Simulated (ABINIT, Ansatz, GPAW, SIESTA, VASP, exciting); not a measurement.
**Pd: programs and potentials compared**

```xyz
1
Lattice="-0.0111 1.9552 1.9419 1.9711 0.0063 1.9244 1.9644 1.9311 0.0130" Properties=species:S:1:pos:R:3 pbc="T T T"
Pd   -0.0396    0.0408    0.0136
```

The given cell was strained at random by a few per cent at fixed volume.

Alike in all runs: task single point; functional PBEsol; k mesh 12 × 12 × 12; occupations fermi-dirac, width 0.05 eV; no spin polarisation; no spin-orbit coupling. Pressure is positive in compression and, in plane waves, holds the error of the finite cutoff.

| program and potentials | plane-wave cutoff (eV) | notes | band gap (eV) | pressure (GPa) | energy over the undisturbed cell (meV/atom) |
| --- | --- | --- | --- | --- | --- |
| GPAW, PAW data sets generated for this functional | 600 | 16 valence electrons an atom on average | no gap | -2.40 | 1.72 |
| SIESTA, files PseudoDojo sr-pbesol-0.4.1-standard, DZP (energy shift 0.003 Ry; two zetas on semicore shells) | - | atomic basis; 18 valence electrons an atom on average | no gap | -2.28 | 1.94 |
| Ansatz, all-electron LAPW, scalar-relativistic | - | - | no gap | -2.86 | - |
| ABINIT, PseudoDojo NC SR PBEsol v0.4.1 standard | 1116 | 18 valence electrons an atom on average | no gap | -2.93 | - |
| exciting, all-electron LAPW+lo, shipped species files, valence relativity iora* | - | - | no gap | - | 1.80 |
| VASP, PBE PAW files Pd, 520 eV | 520 | potentials made for PBE; 10 valence electrons an atom on average | no gap | -3.14 | - |

None finds a gap. The pressure spans -3.14 (VASP, PBE PAW files Pd, 520 eV) to -2.28 GPa (SIESTA, files PseudoDojo sr-pbesol-0.4.1-standard, DZP (energy shift 0.003 Ry; two zetas on semicore shells)), with all-electron results at -2.86. Rows in atomic bases carry the error of their basis and grid, which can be large.

The functional is the same throughout but for its coding, so the spread measures potentials, basis and numerics; runs on potential files found faulty are left out.
